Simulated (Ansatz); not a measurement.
In:

```
CELL_PARAMETERS angstrom
-1.88253 1.88253 1.88253
1.88253 -1.88253 1.88253
1.88253 1.88253 -1.88253
ATOMIC_POSITIONS crystal
In 0.00000 0.00000 0.00000
```

This isn't the form of In at room conditions, which is tetragonal.

Below is the output of Ansatz 0.2.0 for this cell. Logs are shortened: lines on timing, memory, paths and dates and some standing lists are left out, and cuts for length are marked.

```text
Warning: RAYON_NUM_THREADS=1 ignored (pool sized by the plan → 1); use --threads N
scf.n_extra_bands = 6 over 7 filled bands (N_el = 13.0): the run solves 13 bands
Engine: ansatz 0.2.0, x86_64-unknown-linux-gnu
Pseudopotentials: kind: paw
Pseudopotential: In, paw, valence charge 13, recommended cutoff 420 eV (normal), In.paw.azcp
Functional definition: unnamed
  exchange = pbe_x
  correlation = 0
Crystal: 1 atoms, lattice volume = 26.686 Å³
Basis set: ecut = 420 eV, 531 PW (Γ), exchange–correlation on 54×54×54 points (8 copies of the dense FFT grid, shifted against one another)
Bands: 13, of which v1, the nominal top of the filled ones, is band 7 counted from 1 (6 counted from 0)
Symmetry: 48 space group operations
Space group: Im-3m (ITA 229), of the structure as read, at distance tolerance 3.0e-5 Å
k-points: 47 of 1000
Non-local potential: In, projectors of the file, l = 0: 2, l = 1: 2, l = 2: 2, l = 3: 2
PAW form: soft (Blöchl's): semilocal exchange-correlation on the pseudo side does not see the compensation charge
PAW frozen core: In, regenerated for the run's functional, and the local potential with it (the file was generated under x = pbe(κ = 0.804, μ = 0.2195149727645171), c = pbe(β = 0.06672455060314922))
PAW one-centre angular grid: In, 590 points (default); XC on 64 Gauss nodes
Initial density: superposition of atomic densities (neutral atoms: chi_scale 0, normalization atom), corrected by the library's trained network
Initial wavefunctions: pseudopotential atomic-orbital guess
Functional: x = pbe(κ = 0.804, μ = 0.2195149727645171), c = none
SCF iter   1: F=—  HF=-5526.110683 eV  |F-HF|=—  |Δ(HF+E_count)|=         —  Δρ=9.53e-3  dr2=1.31e-2  ethr=1.77e-3  ⟨swp⟩=6.0  Hψ=3514  notcnv=0  defer=1
preconditioner: auto → none  [insulator: Δε(μ)=0.025 eV  Ē_g=22.168 eV  σ=0.025 eV  W_gap=0.64  n_scr=12 (ndim 8)  ℏωp=25.9 eV  f_vac=0.000  D(μ)=2.04/eV (n_scr^D=18)  ε∞_Penn≈2.4]
SCF iter   2: F=—  HF=-5526.106480 eV  |F-HF|=—  |Δ(HF+E_count)|=   4.20e-3  S|Δr|=    0.00e0  Δρ=2.37e-3  dr2=9.60e-4  ethr=1.01e-4  ⟨swp⟩=3.2  Hψ=1522  notcnv=0  defer=77
SCF iter   3: F=—  HF=-5526.106905 eV  |F-HF|=—  |Δ(HF+E_count)|=   4.25e-4  S|Δr|=    0.00e0  Δρ=8.66e-4  dr2=1.35e-4  ethr=7.38e-6  ⟨swp⟩=2.0  Hψ=796  notcnv=0  defer=77
SCF iter   4: F=—  HF=-5526.107022 eV  |F-HF|=—  |Δ(HF+E_count)|=   1.17e-4  S|Δr|=    0.00e0  Δρ=4.98e-5  dr2=2.69e-7  ethr=1.04e-6  ⟨swp⟩=2.0  Hψ=757  notcnv=0  defer=77
SCF iter   5: F=—  HF=-5526.107024 eV  |F-HF|=—  |Δ(HF+E_count)|=   1.63e-6  S|Δr|=    0.00e0  Δρ=2.44e-6  dr2=8.67e-10  ethr=7.69e-10  ⟨swp⟩=8.9  Hψ=3203  notcnv=0
SCF iter   6: F=-5526.107024 eV  HF=-5526.107024 eV  |F-HF|=5.64e-11  |Δ(HF+E_count)|=   5.72e-9  S|Δr|=    0.00e0  Δρ=2.44e-7  dr2=6.26e-12  ethr=6.67e-12  ⟨swp⟩=1.2  Hψ=1646  notcnv=0
SCF 1 converged in 6 iterations: F = -5526.107024 eV  dr2 = 6.26e-12
  greatest PAW one-centre occupation: 0.982 electrons in one spin orbital (limit 2), on the In atom at site 0 (counted from 0), in its partial waves of l = 2
NSCF: frozen V_eff on 120 k-points
SCF converged after 6 iterations
Stability not checked: this state was not tested for a lower state beside it, because cold or Methfessel-Paxton smearing, or corrected tetrahedra, fill the levels in a way that the test cannot read (fill_not_monotonic; see scf.lower_state_search)
Free energy (F): -5526.107024 eV
Harris-Foulkes:  -5526.107024 eV  (|F-HF|=5.64e-11)
Internal energy: -5526.106845 eV  (E = F + TS)
E sigma→0 (E₀):  -5526.106964 eV
Entropy (-TS):   -0.000179 eV (-0.179 meV/atom)
Fermi energy:    11.463990 eV
--- Per-component energies (eV) ---
  E_band       = -5.964658
  E_kinetic    = 242.039121
  E_local      = -1082.519931  (includes V_loc(G=0)·N_el)
  E_nonlocal   = 361.462380
  E_hartree    = 424.227404
  E_xc         = -199.989989
  E_vxc        = -90.729595  (∫ρ·V_xc dr)
  E_paw        = -4095.286549  (= ΣΔE_a)
  E_vpaw       = -284.671384  (= ΣTr[D̂ρ^β])
  E_aug_tail   = 0.000002  (compensation charges beyond the density's cutoff)
  E_ewald      = -1176.109129
  E_core_change = 0.069846  (= ΣΔE_core)
  E_smearing   = -0.000179  (= −TS)
  E_closure    = 0.000000  (closes the sum)
  Σ components = -5526.107024   (vs F -5526.107024, Δ=0.00e0)
--- Forces (eV/Å), atoms counted from 1 ---
  atom   1  In     0.00000000    -0.00000000    -0.00000000
  max |Σ_I F_I| component: 1.71e-30 eV/Å
--- Stress (GPa, compression-positive) ---
       11.263017       0.000000       0.000000
        0.000000      11.263017       0.000000
        0.000000       0.000000      11.263017
  P = ⅓ Tr σ = 11.2630 GPa (112.630 kbar)
--- Band table (eV; the first three rows and the last of 47) ---
  k-point 0: bands = ["-3.0596", "-3.0596", "-3.0596", "-2.7909", "-2.7909", "2.1087", "22.1650", "22.1650", "22.1650", "24.6858", "24.6858", "24.6858", "26.4491"]
  k-point 1: bands = ["-3.0699", "-3.0501", "-3.0197", "-2.8017", "-2.7914", "2.3367", "20.2195", "21.2419", "21.7144", "23.5852", "23.9242", "24.5190", "27.0183"]
  k-point 2: bands = ["-3.0967", "-3.0363", "-2.9134", "-2.8228", "-2.7924", "3.0282", "16.8356", "19.6981", "20.6690", "22.7394", "22.9675", "24.9832", "27.5054"]
  k-point 46: bands = ["-3.1595", "-3.1595", "-2.6630", "-2.6630", "-2.6630", "12.1663", "12.7497", "12.7497", "12.7497", "17.0677", "17.0677", "30.9052", "34.2320"]
```

Problem. Write the input and the command behind it.

Solution. Projected density of states with exchange-only PBE, no spin polarisation. The files as run (others can give the same):

input.yaml
```yaml
crystal:
  lattice:
    - [-1.88252524, 1.88252524, 1.88252524]
    - [1.88252524, -1.88252524, 1.88252524]
    - [1.88252524, 1.88252524, -1.88252524]
  atoms:
    - { symbol: In, position: [0.0, 0.0, 0.0] }
hamiltonian:
  xc: { exchange: pbe, correlation: none }
  pseudopotentials: { kind: paw }
kpoints:
  mp_grid: { grid: [10, 10, 10] }
scf:
  occupations: { method: cold, width: 0.025 }
  n_extra_bands: 6
output:
  forces: true
  stress: true
  eigenvalues: true
  dos: { projected: true, de: 0.05, nscf_kmesh: { grid: [15, 15, 15] } }
accuracy: medium
basis:
  ecutrho_ratio: 6
```

Potentials or basis: Ansatz PAW.
Command:
```bash
$ ansatz run input.yaml --threads 1 --pin off --max-ram 2560MiB --backend cpu --events-out ev --progress --plain --runs-dir out
```

Caveat: the PAW data sets come from PBE, with cores solved anew for the run's functional, which leaves a small shift of forces and pressure.
